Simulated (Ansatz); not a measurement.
Here is an Ansatz 0.2.0 calculation.

The input input.yaml:

```yaml
crystal:
  lattice:
    - [4.989087772, 0.0, 0.0]
    - [-2.494543886, 4.3206767523, 0.0]
    - [0.0, 0.0, 2.87331344]
  atoms:
    - { symbol: Ti, position: [0.0, 0.0, 0.0] }
    - { symbol: Ti, position: [0.3333333333, 0.6666666667, 0.5] }
    - { symbol: Ti, position: [0.6666666667, 0.3333333333, 0.5] }
    - { symbol: O, position: [0.0, 0.39444076, 0.0] }
    - { symbol: O, position: [0.39444076, 0.0, 0.0] }
    - { symbol: O, position: [0.60555924, 0.60555924, 0.0] }
hamiltonian:
  xc: pbesol
  pseudopotentials: { kind: paw }
kpoints:
  mp_grid: { grid: [6, 6, 9] }
scf:
  occupations: { method: fermi_dirac, width: 0.05 }
output:
  forces: true
  stress: true
  eigenvalues: true
relax:
  f_tol: 0.01
  max_steps: 40
  cell: { stress_tol: 0.05 }
```

Potentials or basis: Ansatz PAW.

Command:

```bash
$ ansatz run input.yaml --threads 2 --pin off --max-ram 5632MiB --backend cpu --events-out ev --progress --plain --runs-dir out
```

Problem. Estimate the space group after relaxing (to 0.05 Å).

Solution. P-62m (No. 189).

Problem. Predict the band gap on the k mesh.

Solution. None (metal or under the smearing width).

Final structure:
```xyz
6
Lattice="4.9562 0.0000 0.0000 -2.4781 4.2922 0.0000 0.0000 0.0000 2.8383" Properties=species:S:1:pos:R:3 pbc="T T T"
Ti    0.0000    0.0000    0.0000
Ti    0.0000    2.8615    1.4192
Ti    2.4781    1.4307    1.4192
O    -0.9783    1.6945    0.0000
O     1.9567    0.0000    0.0000
O     1.4998    2.5976    0.0000
```

Caveat: semilocal functionals often make such compounds metallic where correlation or magnetic order opens a gap, which also shifts bond lengths.
